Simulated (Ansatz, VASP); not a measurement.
Two plane-wave programs on Si

```xyz
4
Lattice="3.8472 0.0000 0.0000 -1.9236 3.3318 0.0000 0.0000 0.0000 18.4447" Properties=species:S:1:pos:R:3 pbc="T T T"
Si    0.0000    2.2212    4.9723
Si    1.9236    1.1106    4.5000
Si    1.2824    1.4808   10.7447
Si    3.2060    0.3702   10.2723
```

Alike in both runs: task single point; functional PBE; dispersion D3(BJ); k mesh 9 × 9 × 1; occupations gaussian, width 0.1 eV; no spin polarisation.

```csv
,VASP,Ansatz
version,VASP 6.6.1,Ansatz 0.2.0
potentials or method,"VASP PAW PBE potentials, release 64 (Si)","scalar-relativistic, plane waves, PAW"
plane-wave cutoff (eV),520,420
valence electrons in the cell,16,16
```

Ansatz gave:

* gap on the k mesh at the Fermi level (eV): 0.08
* least direct gap on the mesh (eV): 0.08
* rms of the force components (eV/Å): 0.019

Which values does VASP return?

gap on the k mesh at the Fermi level (eV): 0.08; least direct gap on the mesh (eV): 0.08; rms of the force components (eV/Å): 0.018.

Atom by atom the forces differ by 0.004 eV/Å (rms over components).
